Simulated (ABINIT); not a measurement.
Runs of ABINIT 10.8.3 (patched build) on C. The structure is hexagonal, space group P6_3/mmc (No. 194). Conventional cell: a = 2.522 Å, b = 2.522 Å, c = 8.237 Å, α = 90.00°, β = 90.00°, γ = 120.00°. C (site symmetry 3m) has 4 C at 1.54 Å as nearest neighbours. Around C (site symmetry 3m) lie 4 C at 1.54 Å. This is a hexagonal form of diamond, not graphite.

| task | level | potentials or basis | k mesh | mesh quality | gap on the mesh (eV) | pressure (GPa) | largest force (eV/Å) |
| --- | --- | --- | --- | --- | --- | --- | --- |
| band structure | LDA-PZ | JTH PAW LDA v2.0 | 12 × 12 × 4 | not flagged | 4.37 | (a) | 0.33 |
| single point | PBEsol | JTH PAW PBE v2.0 | 10 × 10 × 3 | not flagged | 4.27 | -4.8 | 0.33 |
| single point | PBE | JTH PAW PBE v2.0 | 10 × 10 × 3 | not flagged | 4.41 | 1.7 | 0.33 |
| band structure | LDA-VWN | JTH PAW LDA v2.0 | 12 × 12 × 4 | not flagged | 4.37 | -13.5 | 0.33 |
| single point | PBE | JTH PAW PBE v2.0 | 5 × 5 × 2 | coarse | 4.41 | (b) | 0.35 |
| single point | LDA | JTH PAW LDA v2.0 | 10 × 10 × 3 | not flagged | 4.38 | -13.3 | 0.33 |
| single point | LDA | JTH PAW LDA v2.0 | 7 × 7 × 2 | not flagged | 4.38 | -13.3 | 0.33 |
| band structure | LDA | JTH PAW LDA v2.0 | 12 × 12 × 4 | not flagged | 4.37 | -13.3 | 0.33 |
| single point | PBEsol | JTH PAW PBE v2.0 | 7 × 7 × 2 | not flagged | 4.27 | -4.8 | 0.33 |
| single point | PBE | JTH PAW PBE v2.0 | 7 × 7 × 2 | not flagged | 4.41 | 1.7 | 0.33 |
| single point | PBEsol | JTH PAW PBE v2.0 | 5 × 5 × 2 | coarse | 4.27 | -4.7 | 0.35 |
| single point | PBE | JTH PAW PBE v2.0 | 16 × 16 × 5 | not flagged | 4.42 | 1.7 | 0.33 |

Alike in all rows: no spin polarisation; cell as given; cutoff (eV) 544; smearing fermi-dirac 0.05 eV.

Question: Fill in the values left out.

Answer: (a) -12.5; (b) 1.9.

Caveats: some runs use coarse meshes; an odd mesh through Γ misses points on the zone boundary, where band edges often lie (some runs); the PAW data sets were made with another functional, which shifts forces and pressure a little (some runs).

Not every run made on this cell is shown here.
